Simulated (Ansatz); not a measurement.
Method: DFT PBE, scalar-relativistic, plane waves, PAW in Ansatz. Settings: cutoff 420 eV, Γ-centred meshes spaced at most about 0.3 Å⁻¹, and about 0.25 Å⁻¹ or finer for metals (2π included), Gaussian smearing. No spin polarisation.

These are static total energies at zero pressure.

Two forms of Na2F were relaxed alike.

1.

```
Na F
1.0
    -1.52015    1.52015    5.98790
     1.52015   -1.52015    5.98790
     1.52015    1.52015   -5.98790
Na F
2 1
Direct
  0.61739 0.61739 0.00000
  0.38261 0.38261 0.00000
  0.00000 0.00000 0.00000
```

2.

```
Na F
1.0
     5.28298    0.00000    0.00000
     0.00000    5.28298    0.00000
     0.00000    0.00000    5.28298
Na F
4 2
Direct
  0.25000 0.25000 0.25000
  0.25000 0.75000 0.75000
  0.75000 0.75000 0.25000
  0.75000 0.25000 0.75000
  0.00000 0.00000 0.00000
  0.50000 0.50000 0.50000
```

Problem. Which form is favoured at zero pressure, and by what margin per atom?

Solution. Cell 1 is lower, by 24 meV/atom. Cell 1 has space group I4/mmm (No. 139), 18.4 Å³/atom and no gap on its mesh; cell 2 has the cuprite type, space group Pn-3m (No. 224), 24.6 Å³/atom and no gap. Counting F atoms around Na (those within 1.25 times the shortest such distance or 1.15 times the sum of covalent radii), cell 1 has Na 4 and cell 2 has Na 2. The denser one is the lower, and pressure would at first widen the difference. In cell 1, Na is surrounded by 4 F at 2.57 Å, 1 Na at 2.81 Å and 4 Na at 3.04 Å; around F lie 8 Na at 2.57 Å and 4 F at 3.04 Å. In cell 2, around Na lie 2 F at 2.29 Å; F is surrounded by 4 Na at 2.29 Å. Both come from invented guesses. The lowest form computed isn't among them: it has the anti-cadmium chloride type, space group R-3m (No. 166), 20.2 Å³/atom and lies 120 meV/atom below the best shown.

The k mesh leaves some 4 meV/atom of noise in the energy of each metallic cell. In I4/mmm an odd number of electrons in the primitive cell allows no gap without spin; a larger cell or a magnetic state could open one. Cells relaxed within their symmetry can be saddle points. Some candidate types were left out of the draw beforehand, so a known form may be missing.
